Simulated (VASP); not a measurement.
A run of VASP 6.6.1:

The input INCAR:

```
PREC = Accurate
ENCUT = 900
EDIFF = 1E-8
ISMEAR = 0
SIGMA = 0.02
LREAL = False
LASPH = True
NELM = 100
ALGO = Normal
ISIF = 2
LWAVE = False
LCHARG = False
METAGGA = R2SCAN
LMIXTAU = True
ADDGRID = False
```

The input KPOINTS:

```
regular mesh
0
Gamma
  9 9 8
```

File POSCAR:

```
CO2
1.0
    4.2272127900      0.0000000000      0.0000000000
    0.0000000000      4.2272127900      0.0000000000
    0.0000000000      0.0000000000      4.6877715900
O C
4 2
Direct
    0.8048268600      0.8048268600      0.0000000000
    0.1951731400      0.1951731400      0.0000000000
    0.6951731400      0.3048268600      0.5000000000
    0.3048268600      0.6951731400      0.5000000000
    0.0000000000      0.0000000000      0.0000000000
    0.5000000000      0.5000000000      0.5000000000
```

Potentials or basis: VASP PAW PBE potentials, release 64 (O, C).

Command:

```sh
$ cat potpaw_PBE.64/O/POTCAR potpaw_PBE.64/C/POTCAR > POTCAR
$ mpirun -np 1 vasp_std > vasp.out
```

Hardware: 1 thread of Intel(R) Xeon(R) 6975P-C (Granite Rapids), with other jobs on the host.

Problem. Estimate the wall time of this run.

Solution. Run time: 10 min on 1 thread of Intel(R) Xeon(R) 6975P-C (Granite Rapids), with other jobs on the host, peak memory 0.44 GiB. Counts: scf iterations 26, k points 75.
